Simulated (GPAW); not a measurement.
BP: dielectric tensor with PBE

The system is BP.

```xyz
2
Lattice="0.0000 2.2690 2.2690 2.2690 0.0000 2.2690 2.2690 2.2690 0.0000" Properties=species:S:1:pos:R:3 pbc="T T T"
P     3.4035    3.4035    3.4035
B     0.0000    0.0000    0.0000
```

```
Program             : GPAW 26.7.0
Task                : dielectric tensor
Functional          : PBE
Potentials or basis : GPAW PAW data sets (gpaw-data 1.2.1)
Cutoff              : 550 eV
Basis               : pw
k mesh              : 8 × 8 × 8
Occupations         : fermi-dirac, width 0.001 eV
Spin                : no spin polarisation
Response ecut       : 80 eV
Kernel              : Bootstrap
Maxiter             : 150
Response k mesh     : 25 × 25 × 25
Response bands      : 24
Kernels             : ["Bootstrap"]
Coarser k mesh      : 25 × 25 × 25
```

- Band gap on the k mesh: 1.28 eV, indirect (least direct gap 3.41 eV)
- Electronic dielectric tensor (diagonal): 9.66

Electronic dielectric tensor:
```
9.66 0.00 0.00
0.00 9.66 0.00
0.00 0.00 9.66
```

It took 2.3 min on 1 thread of AMD EPYC 7B13 (Zen 3), with other jobs on the host, peak memory 0.49 GiB.

Caveat: the long-wavelength limit can be off by a per cent or two; an odd mesh through Γ misses points on the zone boundary, where band edges often lie.
